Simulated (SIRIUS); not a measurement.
Pb:

```
Pb
1.0
    -1.97966    1.97966    1.97966
     1.97966   -1.97966    1.97966
     1.97966    1.97966   -1.97966
Pb
1
Direct
  0.00000 0.00000 0.00000
```

This isn't the form of Pb at room conditions, which is fcc.

| Item | Value |
| --- | --- |
| Program | SIRIUS 7.12.0 |
| Task | single point |
| Functional | PBE |
| Potentials or basis | PseudoDojo 0.4.1 PBE standard (scalar relativistic) |
| Cutoff | 765 eV |
| Density cutoff | 3061 eV |
| k mesh | 9 × 9 × 9 |
| Occupations | fermi-dirac, width 0.05 eV |
| Spin | no spin polarisation |

On this cell: pressure 0.8 GPa; band gap on the k mesh none (metal or under the smearing width).

The same run follows on a disturbed copy (cell strained at random at fixed volume):

```
Pb
1.0
    -2.06690    2.05040    2.08125
     1.99925   -1.93748    1.90067
     1.99103    1.86160   -1.96833
Pb
1
Cartesian
  -0.0107 0.0225 -0.0034
```

Q: What does the disturbed cell give?

A: The energy (extrapolated to zero smearing) moves by +4.6 meV/atom; pressure 1.5 GPa; band gap on the k mesh none (metal or under the smearing width).

Stress tensor (GPa, compression positive):
```
 1.50  0.30  0.33
 0.30  1.31 -0.43
 0.33 -0.43  1.57
```
